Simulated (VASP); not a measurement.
Runs of VASP 6.6.1 on SiO2 (Stishovite). The structure is tetragonal, space group P4_2/mnm (No. 136). The conventional cell has a = 4.177 Å, b = 4.177 Å, c = 2.665 Å, α = 90.00°, β = 90.00°, γ = 90.00°. Si (site symmetry mmm) has 6 O at 1.76 to 1.81 Å as nearest neighbours. O (site symmetry m2m) is surrounded by 3 Si at 1.76 to 1.81 Å. 

| level | potentials or basis | gap on the mesh (eV) | pressure (GPa) | relaxed volume (Å³/atom) |
| --- | --- | --- | --- | --- |
| LDA | VASP PAW LDA potentials, release 64 (Si, O) | 5.78 | 0.0 | 7.67 |
| RPBE | VASP PAW PBE potentials, release 64 (Si, O) | 4.84 | -0.1 | 8.19 |
| PBE | VASP PAW PBE potentials, release 64 (Si, O) | 5.03 | -0.1 | 8.04 |
| r2SCAN | VASP PAW PBE potentials, release 64 (Si, O) | (a) | -0.1 | (c) |
| PBE+D3(BJ) | VASP PAW PBE potentials, release 64 (Si, O) | 5.30 | 0.1 | (b) |
| PBEsol | VASP PAW PBE potentials, release 64 (Si, O) | (d) | 0.0 | 7.86 |

Alike in all rows: task relaxation of cell and atoms; no spin polarisation; cell relaxed; k mesh 8 × 8 × 10; cutoff (eV) 600; smearing gaussian 0.03 eV.

Q: Fill in the values left out.

A: (a) 6.50; (b) 7.89; (c) 7.79; (d) 5.34.

Caveats: the PAW data sets were made with another functional, which shifts forces and pressure a little (some runs).

A k mesh can miss the band edges.

Not every run made on this cell is shown here.
